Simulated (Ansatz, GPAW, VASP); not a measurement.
# C: programs and potentials compared

```xyz
2
Lattice="0.0000 1.7834 1.7834 1.7834 0.0000 1.7834 1.7834 1.7834 0.0000" Properties=species:S:1:pos:R:3 pbc="T T T"
C     2.6751    2.6751    2.6751
C     1.7834    1.7834    1.7834
```

Alike in all runs: task single point; functional PBE; k mesh 13 × 13 × 13; occupations gaussian, width 0.023 eV; no spin polarisation; no spin-orbit coupling. Pressure is positive in compression and, in plane waves, holds the error of the finite cutoff, which Ansatz's Pulay term estimates and takes out.

```tsv
program and potentials	plane-wave cutoff (eV)	notes	pressure (GPa)
Ansatz, Ansatz PAW	420	Pulay term of +1.04 GPa included	1.78
VASP, PBE PAW files C, 520 eV	520	-	2.46
Ansatz, all-electron LAPW, scalar-relativistic	-	-	?
GPAW, GPAW PAW data sets (gpaw-data 1.2.1)	800	-	1.42
```

Estimate from the other rows what the run with Ansatz, all-electron LAPW, scalar-relativistic gave.

Pressure 1.75 GPa. The other rows, which needn't bracket it: pressure 1.42 to 2.46.
